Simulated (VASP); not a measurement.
CdS: equilibrium volume by level of theory

It takes space group P6_3mc (No. 186, hexagonal). The conventional cell has a = 4.150 Å, b = 4.150 Å, c = 6.737 Å, α = 90.00°, β = 90.00°, γ = 120.00°. Around Cd (site symmetry 3m) lie 4 S at 2.53 to 2.54 Å. S (site symmetry 3m) is surrounded by 4 Cd at 2.53 to 2.54 Å.

| rung | level | program and potentials | cutoff (eV) | k mesh | equilibrium volume (Å³/atom) | notes |
| --- | --- | --- | --- | --- | --- | --- |
| LDA | LDA | VASP, LDA PAW files Cd, S, 600 eV | 600 | 9 × 9 × 4 | 24.03 | - |
| GGA | AM05 | VASP, PBE PAW files Cd, S, 600 eV | 600 | 9 × 9 × 4 | 25.09 | potentials made for PBE |
| GGA | PBE | VASP, PBE PAW files Cd, S, 600 eV | 600 | 9 × 9 × 4 | 26.14 | - |
| GGA + dispersion | PBE+D3(BJ) | VASP, PBE PAW files Cd, S, 600 eV | 600 | 9 × 9 × 4 | 25.22 | - |
| GGA | PBEsol | VASP, PBE PAW files Cd, S, 600 eV | 600 | 9 × 9 × 4 | 24.85 | potentials made for PBE |
| meta-GGA | r2SCAN | VASP, PBE PAW files Cd, S, 600 eV | 600 | 9 × 9 × 4 | 25.52 | potentials made for PBE |

Task: relaxation of cell and atoms. All rows: no spin polarisation. Meshes are those of the run's cell of 4 atoms unless a note names another. Relaxations start from the cell shown or near it and stop with a little pressure left. Runs on faulty files, with rough fits or with known faults for this quantity aren't shown. No row holds spin-orbit coupling.

By rung: LDA 24.03; GGA 24.85 to 26.14; GGA + dispersion 25.22; meta-GGA 25.52 (Å³/atom).
